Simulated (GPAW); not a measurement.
Input of a GPAW 26.7.0 run:

File run.py:

```python
from ase.dft.bandgap import bandgap
from ase.io import read, write
from ase.units import GPa
from gpaw import GPAW, PW

atoms = read('POSCAR')

calc = GPAW(mode=PW(450),
            xc='PBE',
            kpts={'size': (9, 9, 9), 'gamma': True},
            occupations={'name': 'fermi-dirac', 'width': 0.05},
            nbands=15,
            maxiter=120,
            txt='gpaw.txt')
atoms.calc = calc
energy = atoms.get_potential_energy()
forces = atoms.get_forces()
stress = atoms.get_stress()
calc.write('gs.gpw')
write('result.traj', atoms)
print(f'Energy: {energy:.6f} eV')
print('Forces (eV/A):')
print(forces.round(4))
print('Stress (GPa):', (stress / GPa).round(3))
print('Fermi level:', round(calc.get_fermi_level(), 4), 'eV')
print(f'Gap: {bandgap(calc)[0]:.4f} eV, direct: {bandgap(calc, direct=True)[0]:.4f} eV')
```

Contents of POSCAR:

```
Nb
1.0
   -1.6639500000      1.6639500000      1.6639500000
    1.6639500000     -1.6639500000      1.6639500000
    1.6639500000      1.6639500000     -1.6639500000
Nb
1
Direct
    0.0000000000      0.0000000000      0.0000000000
```

Potentials or basis: GPAW PAW data sets (gpaw-data 1.2.1), pw.

Launch:

```sh
$ OMP_NUM_THREADS=1 python run.py
```

Problem. Predict the band gap on the k mesh.

Solution. None (metal or under the smearing width).

Problem. Predict the pressure.

Solution. -3.8 GPa.

Caveat: the cutoff is short for stress and forces, so pressures can be off by a GPa or more.
